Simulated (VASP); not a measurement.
# K (P6/mmm) in VASP: a series of runs

The runs below take K through single point, relaxation of cell and atoms, with LDA.

Program: VASP 6.6.1. These are calculated values, not measurements. Logs are shortened: lines on timing, memory, paths and dates and some standing lists are left out, and cuts for length are marked.

### 1 The structure

Symmetry: P6/mmm, No. 191, hexagonal system. The conventional cell has a = 7.221 Å, b = 7.221 Å, c = 4.301 Å, α = 90.00°, β = 90.00°, γ = 120.00°. Around K (site symmetry 6/mmm) lie 2 K at 4.30 Å. Around K (site symmetry -6m2) lie 5 K at 4.17 to 4.30 Å.

This isn't the form of K at room conditions, which is bcc.

### 2 Single point, LDA

Contents of INCAR:

```
SYSTEM = K
PREC = Accurate
ENCUT = 520
EDIFF = 1E-7
ISMEAR = -1
SIGMA = 0.1
LREAL = .FALSE.
LASPH = .TRUE.
NELM = 100
ALGO = Fast
ISIF = 2
LWAVE = .FALSE.
LCHARG = .FALSE.
GGA = CA
NBANDS = 20
```

Contents of KPOINTS:

```
Automatic mesh
0
G
  7 7 10
  0 0 0
```

Contents of POSCAR:

```
K
1.0
    7.2210814426      0.0000000000      0.0000000000
   -3.6105407213      6.2536399721      0.0000000000
    0.0000000000      0.0000000000      4.3009003603
K
3
Direct
    1.0000000000      1.0000000000      0.0000000000
    0.3333333333      0.6666666667      0.5000000000
    0.6666666667      0.3333333333      0.5000000000
```

Potentials or basis: VASP PAW LDA potentials, release 64 (K_sv).

The run is started by

```
$ cat potpaw_LDA.64/K_sv/POTCAR > POTCAR
$ mpirun -np 1 vasp_std > vasp.out
```

OUTCAR:

```text
SYSTEM = K
   PREC = Accurate
   ENCUT = 520
   EDIFF = 1E-7
   ISMEAR = -1
   LREAL = .FALSE.
   LASPH = .TRUE.
   NELM = 100
   ISIF = 2
   GGA = CA

 ion  position               nearest neighbor table
   1  0.000  0.000  0.000-
   2  0.333  0.667  0.500-
   3  0.667  0.333  0.500-

  LATTYP: Found a hexagonal cell.
 ALAT       =     7.2210814426
 C/A-ratio  =     0.5956033587

  Lattice vectors:

 A1 = (   7.2210814426,   0.0000000000,   0.0000000000)
 A2 = (  -3.6105407213,   6.2536399721,   0.0000000000)
 A3 = (   0.0000000000,   0.0000000000,   4.3009003603)

Analysis of symmetry for initial positions (statically):
=====================================================================
 Subroutine PRICEL returns:
 Original cell was already a primitive cell.

 Routine SETGRP: Setting up the symmetry group for a
 hexagonal supercell.

 Subroutine GETGRP returns: Found 24 space group operations
 (whereof 24 operations were pure point group operations)
 out of a pool of 24 trial point group operations.

The static configuration has the point symmetry D_6h.

Analysis of symmetry for dynamics (positions and initial velocities):
=====================================================================
 Subroutine PRICEL returns:
 Original cell was already a primitive cell.

 Routine SETGRP: Setting up the symmetry group for a
 hexagonal supercell.

 Subroutine GETGRP returns: Found 24 space group operations
 (whereof 24 operations were pure point group operations)
 out of a pool of 24 trial point group operations.

The dynamic configuration has the point symmetry D_6h.

 Subroutine INISYM returns: Found 24 space group operations
 (whereof 24 operations are pure point group operations),
 and found     1 'primitive' translations

----------------------------------------------------------------------------------------

                                     Primitive cell

  volume of cell :     194.2202

  direct lattice vectors                    reciprocal lattice vectors
     7.221081443  0.000000000  0.000000000     0.138483412  0.079953435  0.000000000
    -3.610540721  6.253639972  0.000000000     0.000000000  0.159906871  0.000000000
     0.000000000  0.000000000  4.300900360     0.000000000  0.000000000  0.232509455

  length of vectors
     7.221081443  7.221081443  4.300900360     0.159906871  0.159906871  0.232509455

  position of ions in fractional coordinates (direct lattice)
     0.000000000  0.000000000  0.000000000
     0.333333333  0.666666667  0.500000000
     0.666666667  0.333333333  0.500000000

  ion indices of the primitive-cell ions
   primitive index   ion index
                 1           1
                 2           2
                 3           3

----------------------------------------------------------------------------------------

 KPOINTS: Automatic mesh

Automatic generation of k-mesh.
 Grid dimensions read from file:
 generate k-points for:    7    7   10

 Generating k-lattice:

  Cartesian coordinates                     Fractional coordinates (reciprocal lattice)
     0.019783345  0.011421919  0.000000000     0.142857143  0.000000000  0.000000000
     0.000000000  0.022843839  0.000000000     0.000000000  0.142857143  0.000000000
     0.000000000  0.000000000  0.023250946     0.000000000  0.000000000  0.100000000

  Length of vectors
     0.022843839  0.022843839  0.023250946

  Shift w.r.t. Gamma in fractional coordinates (k-lattice)
     0.000000000  0.000000000  0.000000000

 Subroutine IBZKPT returns following result:
 ===========================================

 Found     48 irreducible k-points:

 Following reciprocal coordinates:
            Coordinates               Weight
  0.000000  0.000000  0.000000      1.000000
  0.142857  0.000000  0.000000      6.000000
  0.285714 -0.000000  0.000000      6.000000
  0.428571  0.000000  0.000000      6.000000
  0.142857  0.142857  0.000000      6.000000
  0.285714  0.142857  0.000000     12.000000
[... 16 lines left out ...]
  0.428571  0.142857  0.200000     12.000000
  0.285714  0.285714  0.200000     12.000000
 [... further k-points ...]
   k-points           NKPTS =     48   k-points in BZ     NKDIM =     48   number of bands    NBANDS=     20
   number of dos      NEDOS =    301   number of ions     NIONS =      3
   total plane-waves  NPLWV =  93312
   dimension x,y,z NGX =    54 NGY =   54 NGZ =   32
   dimension x,y,z NGXF=   108 NGYF=  108 NGZF=   64
   ions per type =               3
   NGX,Y,Z   is equivalent  to a cutoff of  12.43, 12.43, 12.37 a.u.
   NGXF,Y,Z  is equivalent  to a cutoff of  24.86, 24.86, 24.74 a.u.
 SYSTEM =  K
   PREC   = accura    normal or accurate (medium, high low for compatibility)
   ISTART =      0    job   : 0-new  1-cont  2-samecut
   ICHARG =      2    charge: 1-file 2-atom 10-const
   ISPIN  =      1    spin polarized calculation?
   LNONCOLLINEAR =      F non collinear calculations
   LSORBIT =      F    spin-orbit coupling
   LASPH  =      T    aspherical Exc in radial PAW
   ENCUT  =  520.0 eV  38.22 Ry    6.18 a.u.  13.43 13.43  8.00*2*pi/ulx,y,z
   NELM   =    100;   NELMIN=  2; NELMDL= -5     # of ELM steps
   EDIFF  = 0.1E-06   stopping-criterion for ELM
   LREAL  =      F    real-space projection
   EDIFFG = 0.1E-05   stopping-criterion for IOM
   NSW    =      0    number of steps for IOM
   IBRION =     -1    ionic relax: 0-MD 1-quasi-New 2-CG
   NFREE  =      0    steps in history (QN), initial steepest desc. (CG)
   ISIF   =      2    stress and relaxation
   ISYM   =      2    0-nonsym 1-usesym 2-fastsym
   POTIM  = 0.5000    time-step for ionic-motion
   TEBEG  =    0.0;   TEEND  =   0.0 temperature during run
   PSTRESS=    0.0 pullay stress
   NELECT =      27.0000    total number of electrons
   NUPDOWN=      -1.0000    fix difference up-down
   EMIN   =  10.00;   EMAX   =-10.00  energy-range for DOS
   EFERMI =   0.00;   METHOD = LEGACY
   ISMEAR =    -1;   SIGMA  =   0.10  broadening in eV -4-tet -1-fermi 0-gaus
   EFERMI_NEDOS =   21; number of points for ismear=-14 and -15
   IALGO  =     68    algorithm
   IMIX   =      4    mixing-type and parameters
     AMIX     =   0.40;   BMIX     =  1.00
     AMIX_MAG =   1.60;   BMIX_MAG =  1.00
  volume/ion in A,a.u.               =      64.74       436.89
  Fermi-wavevector in a.u.,A,eV,Ry     =   0.848069  1.602618  9.785599  0.719221
  Thomas-Fermi vector in A             =   1.963675
   LORBIT       =      0    0 simple, 1 ext, 2 COOP (PROOUT), +10 PAW based schemes
   GGA     = CA    functional components
   LHFCALC =     F    Hartree Fock is set to
   AEXX    =    0.0000 exact exchange contribution
   IVDW    =     0    specifies the selected vdW correction
   LEPSILON=     F    determine dielectric tensor
   LRPA    =     F    only Hartree local field effects (RPA)
 non-spin polarized calculation
 RMM-DIIS sequential band-by-band and
  energy-cutoff  :      520.00
  volume of cell :      194.22
 maximum number of plane-waves:      5266
 NGX is ok and might be reduce to    54
   NGX = 27   NGY = 27   NGZ = 15

 number of electron      27.0000005 magnetization

 Free energy of the ion-electron system (eV)
  ---------------------------------------------------
  ext. energy  EPLUGINS =         0.00000000
  ---------------------------------------------------
  free energy    TOTEN  =        -3.50168496 eV

  energy without entropy =       -3.42439811  energy(sigma->0) =       -3.46304154

 E-fermi :  -0.0122     XC(G=0):  -6.2062

 val. band max:       -0.0281699590   @ k =   0.2857   0.2857   0.4000
 cond. band min:       0.0014029562   @ k =   0.2857   0.1429   0.1000
 fundamental gap:      0.0295729152
 Fermi energy:        -0.0121573962

 k-point     1 :       0.0000    0.0000    0.0000
  band No.  band energies     occupation
      1     -31.8088      2.00000
      2     -31.7984      2.00000
      3     -31.7092      2.00000
      4     -15.5706      2.00000
      5     -15.5706      2.00000
      6     -15.5005      2.00000
[... 12 lines left out ...]
     19       1.7160      0.00000
     20       3.7457      0.00000

 k-point     2 :       0.1429    0.0000    0.0000
  band No.  band energies     occupation
      1     -31.8084      2.00000
      2     -31.7989      2.00000
      3     -31.7092      2.00000
      4     -15.5736      2.00000
      5     -15.5692      2.00000
      6     -15.4992      2.00000
[... 12 lines left out ...]
     19       2.2391      0.00000
     20       3.7866      0.00000

 k-point     3 :       0.2857   -0.0000    0.0000
  band No.  band energies     occupation
      1     -31.8071      2.00000
      2     -31.8001      2.00000
      3     -31.7092      2.00000
      4     -15.5794      2.00000
      5     -15.5631      2.00000
      6     -15.5013      2.00000
[... 12 lines left out ...]
     19       2.8522      0.00000
     20       3.6972      0.00000

 k-point     4 :       0.4286    0.0000    0.0000
  band No.  band energies     occupation
      1     -31.8056      2.00000
      2     -31.8016      2.00000
      3     -31.7093      2.00000
      4     -15.5835      2.00000
      5     -15.5533      2.00000
      6     -15.5107      2.00000
[... 12 lines left out ...]
     19       3.0729      0.00000
     20       3.2150      0.00000

 k-point     5 :       0.1429    0.1429    0.0000
  band No.  band energies     occupation
      1     -31.8075      2.00000
      2     -31.7997      2.00000
      3     -31.7092      2.00000
      4     -15.5772      2.00000
      5     -15.5659      2.00000
      6     -15.5004      2.00000
[... 12 lines left out ...]
     19       2.7060      0.00000
     20       3.7133      0.00000
[... 353 lines left out ...]
      6     -15.5168      2.00000
[... 12 lines left out ...]
     19       3.0425      0.00000
     20       3.5737      0.00000

 k-point    22 :       0.2857    0.1429    0.2000
  band No.  band energies     occupation
      1     -31.8044      2.00000
      2     -31.7996      2.00000
      3     -31.7077      2.00000
      4     -15.5765      2.00000
      5     -15.5524      2.00000
      6     -15.5149      2.00000
[... 12 lines left out ...]
     19       3.1294      0.00000
     20       3.3145      0.00000

 k-point    23 :       0.4286    0.1429    0.2000
  band No.  band energies     occupation
      1     -31.8034      2.00000
      2     -31.8006      2.00000
      3     -31.7077      2.00000
      4     -15.5781      2.00000
      5     -15.5457      2.00000
      6     -15.5172      2.00000
[... 12 lines left out ...]
     19       2.9022      0.00000
     20       2.9275      0.00000

 k-point    24 :       0.2857    0.2857    0.2000
  band No.  band energies     occupation
      1     -31.8030      2.00000
      2     -31.8011      2.00000
      3     -31.7077      2.00000
      4     -15.5782      2.00000
      5     -15.5407      2.00000
      6     -15.5225      2.00000
[... 12 lines left out ...]
     19       2.8238      0.00000
     20       3.0858      0.00000

 [... further k-points ...]
[... 5 lines left out ...]
  --------------------------------------------------------------------------------------
  -------------------------------------------------------------------------------------
  Total       -0.0342036     -0.0342036      0.0084588      0.0000000      0.0000000      0.0000000
  in kB       -0.2821551     -0.2821551      0.0697793      0.0000000      0.0000000      0.0000000
  external PRESSURE =      -0.1648436 kB  Pullay stress =       0.0000000 kB

 VOLUME and BASIS-vectors are now :
 -----------------------------------------------------------------------------
  energy-cutoff  :      520.00
  volume of cell :      194.22
      direct lattice vectors                 reciprocal lattice vectors
     7.221081443  0.000000000  0.000000000     0.138483412  0.079953435  0.000000000
    -3.610540721  6.253639972  0.000000000     0.000000000  0.159906871  0.000000000
     0.000000000  0.000000000  4.300900360     0.000000000  0.000000000  0.232509455

 POSITION                                       TOTAL-FORCE (eV/Angst)
 -----------------------------------------------------------------------------------
      0.00000      0.00000      0.00000        -0.000000      0.000000      0.000000
     -0.00000      4.16909      2.15045        -0.000000     -0.000000     -0.000000
      3.61054      2.08455      2.15045         0.000000      0.000000      0.000000
 -----------------------------------------------------------------------------------
    total drift:                                0.000000      0.000000      0.000000

  FREE ENERGIE OF THE ION-ELECTRON SYSTEM (eV)
  ---------------------------------------------------
  free  energy   TOTEN  =        -3.5016849641 eV

  energy  without entropy=       -3.4243981061  energy(sigma->0) =       -3.46304154
```

Run time: 2.8 min. Hardware: 1 thread of AMD EPYC 9R45 (Zen 5), shared host; peak memory 0.27 GiB.

Results:

```
Free energy            : -3.5017 eV
Pressure               : 0.0 GPa
Band gap on the k mesh : none (metal or under the smearing width)
```

(Part 1 of 3 ends here.)
